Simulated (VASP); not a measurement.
Input of a VASP 6.6.1 run:

INCAR

```
PREC = Accurate ; ENCUT = 600
EDIFF = 1E-7 ; ISMEAR = 1
SIGMA = 0.1 ; LREAL = False
LASPH = True ; NELM = 80
ALGO = Fast ; ISIF = 2
LWAVE = False ; LCHARG = False
GGA = PS ; IBRION = 2
NSW = 40 ; EDIFFG = -0.01
```

Contents of KPOINTS:

```
Automatic mesh
0
Gamma
  14 14 14
```

POSCAR

```
TaC                                     
1.0
    0.0000000000      2.2507509530      2.2507509530
    2.2507509530      0.0000000000      2.2507509530
    2.2507509530      2.2507509530      0.0000000000
  Ta              C             
     1     1
Direct
     0.0000000000000000    0.0000000000000000    0.0000000000000000
     0.5000000000000000    0.5000000000000000    0.5000000000000000
```

Potentials or basis: VASP PAW PBE potentials, release 64 (Ta_pv, C).

The run is started by

```sh
$ cat potpaw_PBE.64/Ta_pv/POTCAR potpaw_PBE.64/C/POTCAR > POTCAR
$ mpirun -np 1 vasp_std > vasp.out
```

Question: What does it give for the band gap on the k mesh?

Answer: None (metal or under the smearing width).

Final structure:
```
Ta C
1.0
     0.00000    2.25075    2.25075
     2.25075    0.00000    2.25075
     2.25075    2.25075    0.00000
Ta C
1 1
Direct
  0.00000 0.00000 0.00000
  0.50000 0.50000 0.50000
```

Caveat: the relaxation stopped at its first step, so nothing moved. The run has no spin-orbit coupling, so splittings on Ta are missing.
